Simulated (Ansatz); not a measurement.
**TePb: equation of state with PBEsol+D3(BJ)**

The system is TePb.

```xyz
2
Lattice="0.0000 3.2310 3.2310 3.2310 0.0000 3.2310 3.2310 3.2310 0.0000" Properties=species:S:1:pos:R:3 pbc="T T T"
Pb    0.0000    0.0000    0.0000
Te    3.2310    3.2310    3.2310
```

```
Program             : Ansatz 0.2.0
Task                : equation of state
Functional          : PBEsol
Dispersion          : D3(BJ)
Potentials or basis : Ansatz PAW
Cutoff              : 420 eV
Density cutoff      : 1680 eV
k mesh              : 7 × 7 × 7
Occupations         : fermi-dirac, width 0.05 eV
Spin                : no spin polarisation
```

```
Equilibrium volume                      : 32.00 Å³/atom
Bulk modulus                            : 53 GPa
Pressure derivative of the bulk modulus : 6.4 (rough: it moves with the points fitted)
```

Energy against volume, from the lowest point:
| volume (Å³/atom) | energy (meV/atom) |
| --- | --- |
| 31.706 | 0.00 |
| 32.380 | 0.33 |
| 33.055 | 4.81 |
| 33.730 | 12.96 |
| 34.404 | 24.34 |
| 35.079 | 38.46 |
| 35.753 | 54.56 |

All runs of the series together: 7.3 s on 2 threads of Arm Neoverse V1, on a shared host.

Caveat: this odd mesh misses L, where the gap lies, so gap, dielectric constants and Born charges aren't listed. Spin-orbit coupling is left out, which matters for the levels of Pb, Te.
